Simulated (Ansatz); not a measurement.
**Energy landscape near a TaN structure**

The calculation used DFT PBEsol, scalar-relativistic, plane waves, PAW in Ansatz 0.2.0.

Settings: cutoff 420 eV, Γ-centred mesh 14×14×14 on the computed 2-atom cell, Gaussian smearing of 0.10 eV; no spin polarisation.

Reference cell:

```yaml
crystal:
  lattice:
    - [0.00000, 2.17900, 2.17900]
    - [2.17900, 0.00000, 2.17900]
    - [2.17900, 2.17900, 0.00000]
  atoms:
    - { symbol: Ta, position: [0.50000, 0.50000, 0.50000] }
    - { symbol: N, position: [0.00000, 0.00000, 0.00000] }
```

Each variant moves atoms of this cell by the vectors given, if any (Å), and then applies a symmetric strain (tensor components, Cartesian axes). The reference cell isn't relaxed at this level. Energies are per atom at zero smearing, counted from the lowest variant. Pressure is positive in compression.

1. no strain; moves: N2 (0.000, 0.375, 0.000)
2. strain (xx yy zz yz xz xy, %) -0.38 1.18 0.06 -0.22 -1.00 0.16; moves: Ta1 (0.062, -0.123, -0.059); N2 (-0.062, 0.123, 0.059)
3. strain (xx yy zz yz xz xy, %) 5.39 4.07 3.72 0.04 -0.91 -0.22; moves: Ta1 (0.007, -0.018, 0.023); N2 (-0.007, 0.018, -0.023)

| result | ΔE (meV/atom) | P (GPa) | largest force (eV/Å) |
| --- | --- | --- | --- |
| A | 0.0 | -31.49 | 0.22 |
| B | 311.1 | 32.77 | 6.41 |
| C | 64.2 | 16.81 | 3.08 |

(1) Which variant gave which result?

Spin–orbit coupling is left out, which can shift energies with elements as heavy as these.

Answers

(1) A is 3, B is 1, C is 2. The pressure falls as the cell grows: from the smallest volume to the largest the variants are 1, 2, 3.

This rock-salt form isn't the usual stable structure of the compound.